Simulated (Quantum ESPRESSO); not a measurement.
# SnTe (Fm-3m) in Quantum ESPRESSO: phonons with PBEsol

Aim: the phonons of SnTe with PBEsol.

Everything below comes from runs of Quantum ESPRESSO 7.5. Logs are shortened: lines on timing, memory, paths and dates and some standing lists are left out, and cuts for length are marked.

### Step 1. The structure

The structure is cubic, space group Fm-3m (No. 225). Conventional cell: a = 6.302 Å, b = 6.302 Å, c = 6.302 Å, α = 90.00°, β = 90.00°, γ = 90.00°. Around Te (site symmetry m-3m) lie 6 Sn at 3.15 Å. Sn (site symmetry m-3m) has 6 Te at 3.15 Å as nearest neighbours.

### Step 2. Phonons, PBEsol, target pressure -3 GPa, at which the enthalpy is minimised

Input file pw.in:

```
&CONTROL
  calculation = 'scf'
  prefix = 'pwscf'
  outdir = './tmp'
  pseudo_dir = './pseudo'
  tprnfor = .true.
  tstress = .true.
  disk_io = 'low'
/
&SYSTEM
  ibrav = 0
  nat = 2
  ntyp = 2
  ecutwfc = 68
  ecutrho = 544
  nbnd = 16
  occupations = 'smearing'
  smearing = 'mv'
  degauss = 0.01469973
/
&ELECTRONS
  conv_thr = 4d-10
  electron_maxstep = 120
  mixing_beta = 0.5
/
ATOMIC_SPECIES
Te   127.6000 te_pbesol_v1.uspp.F.UPF
Sn   118.7100 sn_pbesol_v1.4.uspp.F.UPF
CELL_PARAMETERS bohr
   0.0000000000    5.9542435598    5.9542435598
   5.9542435598    0.0000000000    5.9542435598
   5.9542435598    5.9542435598    0.0000000000
ATOMIC_POSITIONS bohr
Te     5.9542435598    5.9542435598    5.9542435598
Sn     0.0000000000    0.0000000000    0.0000000000
K_POINTS automatic
5 5 5 0 0 0
```

Input file relax.in:

```
&CONTROL
  calculation = 'vc-relax'
  prefix = 'pwscf'
  outdir = './tmp'
  pseudo_dir = './pseudo'
  tprnfor = .true.
  tstress = .true.
  disk_io = 'low'
  nstep = 40
  forc_conv_thr = 0.0001
  etot_conv_thr = 1d-06
/
&SYSTEM
  ibrav = 0
  nat = 2
  ntyp = 2
  ecutwfc = 68
  ecutrho = 544
  nbnd = 16
  occupations = 'smearing'
  smearing = 'mv'
  degauss = 0.01469973
/
&ELECTRONS
  conv_thr = 4d-10
  electron_maxstep = 120
  mixing_beta = 0.5
/
&IONS
  ion_dynamics = 'bfgs'
/
&CELL
  cell_dynamics = 'bfgs'
  press = -30
  press_conv_thr = 0.2
/
ATOMIC_SPECIES
Te   127.6000 te_pbesol_v1.uspp.F.UPF
Sn   118.7100 sn_pbesol_v1.4.uspp.F.UPF
CELL_PARAMETERS bohr
   0.0000000000    5.9542435598    5.9542435598
   5.9542435598    0.0000000000    5.9542435598
   5.9542435598    5.9542435598    0.0000000000
ATOMIC_POSITIONS bohr
Te     5.9542435598    5.9542435598    5.9542435598
Sn     0.0000000000    0.0000000000    0.0000000000
K_POINTS automatic
5 5 5 0 0 0
```

Input file scf2.in:

```
&CONTROL
  calculation = 'scf'
  prefix = 'pwscf'
  outdir = './tmp'
  pseudo_dir = './pseudo'
  tprnfor = .true.
  tstress = .true.
  disk_io = 'low'
/
&SYSTEM
  ibrav = 0
  nat = 2
  ntyp = 2
  ecutwfc = 68
  ecutrho = 544
  nbnd = 16
  occupations = 'fixed'
/
&ELECTRONS
  conv_thr = 1d-13
  electron_maxstep = 120
  mixing_beta = 0.5
  startingpot = 'file'
  startingwfc = 'file'
/
ATOMIC_SPECIES
Te   127.6000 te_pbesol_v1.uspp.F.UPF
Sn   118.7100 sn_pbesol_v1.4.uspp.F.UPF
CELL_PARAMETERS bohr
   0.0000000000    6.0853731755    6.0853731755
   6.0853731755    0.0000000000    6.0853731755
   6.0853731755    6.0853731755    0.0000000000
ATOMIC_POSITIONS bohr
Te     6.0853731755    6.0853731755    6.0853731755
Sn     0.0000000000    0.0000000000    0.0000000000
K_POINTS automatic
5 5 5 0 0 0
```

Input file ph.in:

```
phonons of SnTe
&INPUTPH
  prefix = 'pwscf'
  outdir = './tmp'
  tr2_ph = 1d-18
  fildyn = 'dyn'
  niter_ph = 90
  alpha_mix(1) = 0.7
  epsil = .true.
/
0.0000000000 0.0000000000 0.0000000000
```

Input file dynmat.in:

```
&INPUT
  fildyn = 'dyn'
  asr = 'crystal'
  lperm = .true.
  filout = 'dynmat.disp'
  fileig = 'dynmat.eig'
/
```

Input file dynmat_lo.in:

```
&INPUT
  fildyn = 'dyn'
  asr = 'crystal'
  filout = 'dynmat_lo.disp'
  fileig = 'dynmat_lo.eig'
  q(1) = 0
  q(2) = 0
  q(3) = 1
/
```

Potentials or basis: GBRV 1.5 PBEsol.

Run with:

```console
> OMP_NUM_THREADS=1 pw.x -in pw.in > pw.out
> OMP_NUM_THREADS=1 pw.x -in relax.in > relax.out
> OMP_NUM_THREADS=1 pw.x -in scf2.in > scf2.out
> OMP_NUM_THREADS=1 ph.x -in ph.in > ph.out
> OMP_NUM_THREADS=1 dynmat.x -in dynmat.in > dynmat.out
> OMP_NUM_THREADS=1 dynmat.x -in dynmat_lo.in > dynmat_lo.out
```

pw.out:

```text
This program is part of the open-source Quantum ESPRESSO suite
     for quantum simulation of materials; please cite
[... 9 lines left out ...]
     --------------------
     sticks:   dense  smooth     PW     G-vecs:    dense   smooth      PW
     Sum        2665    1333    379                90249    31951    4957

     Using Slab Decomposition

     bravais-lattice index     =            0
     lattice parameter (alat)  =       8.4206  a.u.
     unit-cell volume          =     422.1918 (a.u.)^3
     number of atoms/cell      =            2
     number of atomic types    =            2
     number of electrons       =        20.00
     number of Kohn-Sham states=           16
     kinetic-energy cutoff     =      68.0000  Ry
     charge density cutoff     =     544.0000  Ry
     scf convergence threshold =      4.0E-10
     mixing beta               =       0.5000
     number of iterations used =            8  plain     mixing
     Exchange-correlation= SLA  PW   PSX  PSC
                           (   1   4  10   8   0   0   0)

     celldm(1)=   8.420572  celldm(2)=   0.000000  celldm(3)=   0.000000
     celldm(4)=   0.000000  celldm(5)=   0.000000  celldm(6)=   0.000000

     crystal axes: (cart. coord. in units of alat)
               a(1) = (   0.000000   0.707107   0.707107 )
               a(2) = (   0.707107   0.000000   0.707107 )
               a(3) = (   0.707107   0.707107   0.000000 )

     reciprocal axes: (cart. coord. in units 2 pi/alat)
               b(1) = ( -0.707107  0.707107  0.707107 )
               b(2) = (  0.707107 -0.707107  0.707107 )
               b(3) = (  0.707107  0.707107 -0.707107 )

     PseudoPot. # 1 for Te read from file:
     te_pbesol_v1.uspp.F.UPF
     Pseudo is Ultrasoft + core correction, Zval =  6.0
     Generated by new atomic code, or converted to UPF format
     Using radial grid of  891 points,  5 beta functions with:
                l(1) =   0
                l(2) =   0
                l(3) =   1
                l(4) =   1
                l(5) =   2
     Q(r) pseudized with  6 coefficients,  rinner =    1.800   1.800   1.800
                                                       1.800   1.800

     PseudoPot. # 2 for Sn read from file:
     sn_pbesol_v1.4.uspp.F.UPF
     Pseudo is Ultrasoft + core correction, Zval = 14.0
     Generated by new atomic code, or converted to UPF format
     Using radial grid of  891 points,  6 beta functions with:
                l(1) =   0
                l(2) =   0
                l(3) =   1
                l(4) =   1
                l(5) =   2
                l(6) =   2
     Q(r) pseudized with  8 coefficients,  rinner =    1.350   1.350   1.350
                                                       1.350   1.350

     atomic species   valence    mass     pseudopotential
     Te                6.00   127.60000     Te( 1.00)
     Sn               14.00   118.71000     Sn( 1.00)

     48 Sym. Ops., with inversion, found

   Cartesian axes

     site n.     atom                  positions (alat units)
         1        Te     tau(   1) = (   0.7071068   0.7071068   0.7071068  )
         2        Sn     tau(   2) = (   0.0000000   0.0000000   0.0000000  )

     number of k points=    10  Marzari-Vanderbilt smearing, width (Ry)=  0.0147
                       cart. coord. in units 2pi/alat
        k(    1) = (   0.0000000   0.0000000   0.0000000), wk =   0.0160000
        k(    2) = (   0.1414214   0.1414214  -0.1414214), wk =   0.1280000
        k(    3) = (   0.2828427   0.2828427  -0.2828427), wk =   0.1280000
        k(    4) = (   0.2828427  -0.0000000   0.0000000), wk =   0.0960000
        k(    5) = (   0.4242641   0.1414214  -0.1414214), wk =   0.3840000
        k(    6) = (  -0.1414214  -0.4242641   0.4242641), wk =   0.3840000
        k(    7) = (   0.0000000  -0.2828427   0.2828427), wk =   0.1920000
        k(    8) = (   0.5656854  -0.0000000   0.0000000), wk =   0.0960000
        k(    9) = (   0.0000000  -0.5656854   0.5656854), wk =   0.1920000
        k(   10) = (  -0.1414214  -0.4242641   0.7071068), wk =   0.3840000

     Dense  grid:    90249 G-vectors     FFT dimensions: (  64,  64,  64)

     Smooth grid:    31951 G-vectors     FFT dimensions: (  45,  45,  45)

     Initial potential from superposition of free atoms

     starting charge      18.9998, renormalised to      20.0000
     Starting wfcs are   13 randomized atomic wfcs +    3 random wfcs

     Self-consistent Calculation

     iteration #  1     ecut=    68.00 Ry     beta= 0.50
     Davidson diagonalization with overlap
     ethr =  1.00E-02,  avg # of iterations =  9.5

     WARNING: integrated charge=    20.00053502, expected=    20.00000000

     total energy              =    -185.23864399 Ry
     estimated scf accuracy    <       0.63364983 Ry

     iteration #  2     ecut=    68.00 Ry     beta= 0.50
     Davidson diagonalization with overlap
     ethr =  3.17E-03,  avg # of iterations =  2.0

     WARNING: integrated charge=    20.00409337, expected=    20.00000000

     total energy              =    -185.38775103 Ry
     estimated scf accuracy    <       0.02746414 Ry

     iteration #  3     ecut=    68.00 Ry     beta= 0.50
     Davidson diagonalization with overlap
     ethr =  1.37E-04,  avg # of iterations =  3.0

     WARNING: integrated charge=    20.00287432, expected=    20.00000000

     total energy              =    -185.39583266 Ry
     estimated scf accuracy    <       0.00188965 Ry

     iteration #  4     ecut=    68.00 Ry     beta= 0.50
     Davidson diagonalization with overlap
     ethr =  9.45E-06,  avg # of iterations =  6.6

     WARNING: integrated charge=    20.00215656, expected=    20.00000000

     total energy              =    -185.39585967 Ry
     estimated scf accuracy    <       0.00025805 Ry

     iteration #  5     ecut=    68.00 Ry     beta= 0.50
     Davidson diagonalization with overlap
     ethr =  1.29E-06,  avg # of iterations =  2.9

     WARNING: integrated charge=    20.00206257, expected=    20.00000000

     total energy              =    -185.39591154 Ry
     estimated scf accuracy    <       0.00000497 Ry

     iteration #  6     ecut=    68.00 Ry     beta= 0.50
     Davidson diagonalization with overlap
     ethr =  2.48E-08,  avg # of iterations =  5.1

     WARNING: integrated charge=    20.00206855, expected=    20.00000000

     total energy              =    -185.39591461 Ry
     estimated scf accuracy    <       0.00000036 Ry

     iteration #  7     ecut=    68.00 Ry     beta= 0.50
     Davidson diagonalization with overlap
     ethr =  1.78E-09,  avg # of iterations =  2.9

     WARNING: integrated charge=    20.00205754, expected=    20.00000000

     total energy              =    -185.39591785 Ry
     estimated scf accuracy    <       0.00000002 Ry

     iteration #  8     ecut=    68.00 Ry     beta= 0.50
     Davidson diagonalization with overlap
     ethr =  8.24E-11,  avg # of iterations =  4.3

     WARNING: integrated charge=    20.00205929, expected=    20.00000000

     total energy              =    -185.39591815 Ry
     estimated scf accuracy    <       0.00000001 Ry

     iteration #  9     ecut=    68.00 Ry     beta= 0.50
     Davidson diagonalization with overlap
     ethr =  5.53E-11,  avg # of iterations =  2.0

     End of self-consistent calculation

          k = 0.0000 0.0000 0.0000 (  4015 PWs)   bands (ev):

   -13.7834 -13.7834 -13.7755 -13.7755 -13.7755  -4.7791   3.3211   5.9261
     5.9261   5.9261  11.4792  11.4792  11.4792  12.7255  12.7255  12.7255

          k = 0.1414 0.1414-0.1414 (  3996 PWs)   bands (ev):

   -13.7847 -13.7847 -13.7748 -13.7732 -13.7732  -4.4501   1.8755   5.9838
     5.9838   6.8262  10.0449  10.0449  10.1127  12.8984  13.5619  13.5619

          k = 0.2828 0.2828-0.2828 (  3963 PWs)   bands (ev):

   -13.7874 -13.7874 -13.7739 -13.7690 -13.7690  -3.6906   0.0358   6.1916
     6.1916   7.6530   8.5877   8.5877   8.6052  14.7442  15.7880  15.7880

          k = 0.2828-0.0000 0.0000 (  4000 PWs)   bands (ev):

   -13.7884 -13.7817 -13.7768 -13.7717 -13.7717  -4.3438   1.9785   5.2524
     5.2524   6.9325   9.1808  11.3098  11.7343  11.7343  14.8034  14.8039

          k = 0.4243 0.1414-0.1414 (  3991 PWs)   bands (ev):

   -13.7919 -13.7828 -13.7758 -13.7691 -13.7679  -3.7210   0.7314   4.8739
     5.0766   5.7621  10.2837  10.7673  11.1144  11.9771  16.5657  16.8691

          k =-0.1414-0.4243 0.4243 (  4006 PWs)   bands (ev):

   -13.7907 -13.7858 -13.7724 -13.7696 -13.7679  -3.3595   0.0281   4.1170
     5.6098   6.4422   9.3812   9.5904  11.7078  14.3133  15.1473  15.7699

          k = 0.0000-0.2828 0.2828 (  4003 PWs)   bands (ev):

   -13.7866 -13.7863 -13.7738 -13.7714 -13.7701  -3.9633   0.9148   4.4914
     6.4123   7.7071   8.5821   8.7004  11.7304  13.4427  13.8326  16.1945

          k = 0.5657-0.0000 0.0000 (  4004 PWs)   bands (ev):

   -13.7987 -13.7790 -13.7790 -13.7654 -13.7654  -3.4049   1.3311   3.3153
     4.4312   4.4312  10.2384  12.7690  12.7690  13.2634  16.6999  17.8194

          k = 0.0000-0.5657 0.5657 (  3987 PWs)   bands (ev):

   -13.7976 -13.7809 -13.7767 -13.7662 -13.7653  -3.1581   0.8252   2.7078
     4.6280   5.0206  11.0028  11.5787  12.1728  13.8413  16.7555  17.1655

          k =-0.1414-0.4243 0.7071 (  4005 PWs)   bands (ev):

   -13.7943 -13.7831 -13.7741 -13.7696 -13.7655  -3.2464   0.5316   3.6160
     3.6919   6.8122   9.1712  11.9416  12.4338  13.5222  14.9387  17.8921

     the Fermi energy is     8.2494 ev

     WARNING: integrated charge=    20.00205956, expected=    20.00000000

!    total energy              =    -185.39591827 Ry
     estimated scf accuracy    <          1.3E-10 Ry
     smearing contrib. (-TS)   =       0.00002481 Ry
     internal energy E=F+TS    =    -185.39594307 Ry

     The total energy is F=E-TS. E is the sum of the following terms:
     one-electron contribution =     -71.17506891 Ry
     hartree contribution      =      47.35295306 Ry
     xc contribution           =     -56.87848571 Ry
     ewald contribution        =    -104.69534151 Ry

     convergence has been achieved in   9 iterations

     Forces acting on atoms (cartesian axes, Ry/au):

     atom    1 type  1   force =    -0.00000000   -0.00000000    0.00000000
     atom    2 type  2   force =    -0.00000000   -0.00000000    0.00000000

     Total force =     0.000000     Total SCF correction =     0.000000

     Computing stress (Cartesian axis) and pressure

          total   stress  (Ry/bohr**3)                   (kbar)     P=       -5.62
  -0.00003818  -0.00000000  -0.00000000           -5.62       -0.00       -0.00
  -0.00000000  -0.00003818  -0.00000000           -0.00       -5.62       -0.00
  -0.00000000  -0.00000000  -0.00003818           -0.00       -0.00       -5.62

=------------------------------------------------------------------------------=
   JOB DONE.
=------------------------------------------------------------------------------=
```

Run time: 11 min. Hardware: 1 thread of Arm Neoverse V1, shared host; peak memory 0.39 GiB.

What came out:

```yaml
Free_energy: -2522.4082 eV
Relaxed_volume: 33.39 Å³/atom
Relaxed_cell: a = 4.554 Å, b = 4.554 Å, c = 4.554 Å, α = 60.00°, β = 60.00°, γ = 60.00°
Space_group_after_relaxing_to_0.05_Å: Fm-3m (No. 225)
Pressure_after_relaxing: -3.1 GPa
Highest_phonon_frequency_at_Γ_LO-TO_splitting_left_out: -2 cm⁻¹
Most_unstable_mode: 62i cm⁻¹
```

The path:
```tsv
step	energy change (eV)	largest force (eV/Å)	pressure (GPa)	volume (Å³)
1	0.0000	0.0000	-0.56	62.56
2	0.0018	0.0000	-1.07	63.34
3	0.0075	0.0000	-1.61	64.21
4	0.0223	0.0000	-2.36	65.52
5	0.0407	0.0000	-2.96	66.69
6	0.0423	0.0000	-3.00	66.78
7	0.0424	0.0000	-3.00	66.79
```

Final structure:
```cif
data_structure
_symmetry_space_group_name_H-M 'P 1'
_symmetry_Int_Tables_number 1
_cell_length_a 4.5541
_cell_length_b 4.5541
_cell_length_c 4.5541
_cell_angle_alpha 60.000
_cell_angle_beta 60.000
_cell_angle_gamma 60.000
_cell_volume 66.79
loop_
_atom_site_label
_atom_site_type_symbol
_atom_site_fract_x
_atom_site_fract_y
_atom_site_fract_z
_atom_site_occupancy
Te1 Te 0.50000 0.50000 0.50000 1
Sn1 Sn 0.00000 0.00000 0.00000 1
```

Phonon frequencies in cm⁻¹ (negative: imaginary):
| q point | frequencies |
| --- | --- |
| (0.000, 0.000, 0.000) | -62 -62 -62 -2 -2 -2 |

Optical modes at Γ, degenerate ones joined, polar ones without the macroscopic field:
```tsv
cm⁻¹	components	symmetry	active in	IR intensity, summed ((D/Å)²/amu)
62i	3	T1u	IR	54.33
```

Zone-centre frequencies without and with the macroscopic field along z (cm⁻¹):
```csv
,optical modes in rising order
without,62i 62i 62i
with the field,62i 62i 79
```

Caveat: some modes are imaginary; the cell is more than 3 GPa from zero pressure, which shifts response properties; this smearing can shift energies of a crystal with a gap.
